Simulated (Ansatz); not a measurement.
A series in volume scale on BP

Results calculated with Ansatz 0.2.0, not measured. Periodic Kohn-Sham DFT of a crystal at fixed atoms, scaled to volume_scale times the given cell; pressure positive in compression, energy less spherical unpolarised free atoms, largest_vzz the field gradient of largest size among the nuclei.

The cell before it is scaled or strained (space group F-43m, No. 216):
```
BP
1.0
      0.0000     2.2690     2.2690
      2.2690     0.0000     2.2690
      2.2690     2.2690     0.0000
B P
1 1
Direct
  0.00000 0.00000 0.00000
  0.75000 0.75000 0.75000
```

Settings of every row: method frozen-core PAW; functional LDA; relativity scalar; k mesh 15x15x15; filling fermi-dirac; smearing width 0.05 eV; wave cutoff 420 eV; paw set soft_2.

Atom start moment: 0 on all atoms.

Limits: PAW files made with PBE.

| row | volume scale | V (Å³/atom) | pressure (GPa) |
| --- | --- | --- | --- |
| 1 | 0.94 | 10.981 | 5.627 |
| 2 | 0.96 | 11.214 | 1.649 |
| 3 | 0.98 | 11.448 | -1.959 |
| 4 | 0.99 | 11.565 | -3.634 |
| 5 | 1 | 11.682 | -5.229 |
| 6 | 1.01 | 11.798 | -6.748 |
| 7 | 1.02 | 11.915 | ? |
| 8 | 1.04 | 12.149 | -10.877 |
| 9 | 1.06 | 12.383 | -13.308 |

Question: what pressure should row 7 give?

Worked fit of pressure. Take u = (V_r/V)^(2/3) − 1 with V_r = 11.623 Å³ an atom, which is twice the finite (Eulerian) strain; such expansions in the strain, on which the Birch-Murnaghan equation of state is built, carry the rest volume and the bulk modulus. The shown rows have u = 0.03861, 0.02417, 0.01017, 0.00334, -0.00337, -0.00991, -0.02908, -0.04135. Least squares give pressure = −4.4393 + 238.291 × u + 577.49 × u² GPa; a straight line predicts inner rows, each left out in turn, worse (root mean square 0.3 against 0.007 GPa). The rows lie off it by 0.005, -0.009, -0.003, 0.003, 0.007, -0.004, 0.003, -0.003 (root mean square 0.0051 GPa). The pressure vanishes at u = 0.0179, or V = 11.32 Å³ an atom, and there the bulk modulus at fixed shape and fractions is B = −V dP/dV = (2/3)(1 + u) dP/du = 176 GPa. The withheld row has u = -0.01641, so the fit gives −4.4393 + 238.291 × (-0.01641) + 577.49 × (-0.01641)² = -8.194 GPa.

The calculation gave -8.192 GPa. The fit lies 0.002 GPa (0.011 % of the column's range) below it; its largest miss of a shown row is 0.009 GPa.
